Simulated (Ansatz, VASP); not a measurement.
**Two plane-wave programs on Ir**

```xyz
2
Lattice="-2.4497 2.1028 1.2950 2.1028 -2.4497 1.2950 2.8101 2.8101 -1.9304" Properties=species:S:1:pos:R:3 pbc="T T T"
Ir   -2.3496    2.0026    1.2950
Ir   -0.0066    2.4698    0.3298
```

Alike in both runs: task single point; functional LDA; k mesh 17 × 17 × 10; occupations fermi-dirac, width 0.1 eV; no spin polarisation.

|  | VASP | Ansatz |
| --- | --- | --- |
| version | VASP 6.6.1 | Ansatz 0.2.0 |
| potentials or method | VASP PAW LDA potentials, release 64 (Ir) | plane waves (420 eV) with PAW, scalar-relativistic |
| plane-wave cutoff (eV) | 520 | 420 |
| valence electrons in the cell | 18 | 34 |

```tsv
	VASP	Ansatz	Ansatz less VASP
pressure (GPa)	2.0	0.0	-1.99
largest component of the traceless stress (GPa)	0.34	0.07	-0.278
```

The two sets of potentials don't hold the same shells in valence. Ansatz warned: «pseudo_functional_mismatch».

Spin-orbit coupling is left out, which matters for the levels of Ir.
